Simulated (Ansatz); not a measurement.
The system is Gd.

```
Gd
1.0
     3.63600    0.00000    0.00000
    -1.81800    3.14887    0.00000
     0.00000    0.00000    5.78260
Gd
2
Direct
  0.66667 0.33333 0.75000
  0.33333 0.66667 0.25000
```

Base run:

* Program: Ansatz 0.2.0
* Functional: PBEsol
* Potentials or basis: all-electron LAPW, scalar-relativistic
* Cutoff: 156 eV (chosen from the basis error)
* Basis error allowed: 0.001 eV/atom
* k mesh: 8 × 8 × 5
* Occupations: fermi-dirac, width 0.05 eV
* Spin: collinear spin, ferromagnetic start
* Starting moments: [7.0, 7.0] μB

Its results: pressure -1.8 GPa; net moment 15.21 μB per cell; site moments Gd +7.45 μB.

Task: The run is repeated on the same cell with these changes: functional from PBEsol to RPBE. What comes out?

Result: Pressure 2.3 GPa; net moment 15.29 μB per cell; site moments Gd +7.48 μB.

RPBE binds less tightly than PBEsol, so the same cell stands under more pressure.

Caveats: an open f shell can end in a state above the lowest.
